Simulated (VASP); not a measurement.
Runs of VASP 6.6.1 on SiC. The structure is cubic, space group F-43m (No. 216). Conventional cell: a = 4.360 Å, b = 4.360 Å, c = 4.360 Å, α = 90.00°, β = 90.00°, γ = 90.00°. C (site symmetry -43m) is surrounded by 4 Si at 1.89 Å. Around Si (site symmetry -43m) lie 4 C at 1.89 Å. The cell was built by a generator and isn't the measured one.

```tsv
cell	P gpa	target pressure	gap on the mesh (eV)	pressure (GPa)
relaxed to 20 GPa	20	20 GPa	(a)	20.0
relaxed to 75 GPa	75	75 GPa	1.64	75.0
relaxed	0	-	1.80	0.0
relaxed to 45 GPa	45	45 GPa	1.70	45.0
```

Alike in all rows: task relaxation of cell and atoms; level r2SCAN; potentials or basis VASP PAW PBE potentials, release 64 (C, Si); no spin polarisation; k mesh 13 × 13 × 13; cutoff (eV) 600; smearing fermi-dirac 0.05 eV.

Fill in the values left out.

(a) 1.75.

Caveats: the PAW data sets were made with another functional, which shifts forces and pressure a little; an odd mesh through Γ misses points on the zone boundary, where band edges often lie; the cell is relaxed towards a set pressure, so the enthalpy falls and the energy may rise (some runs).
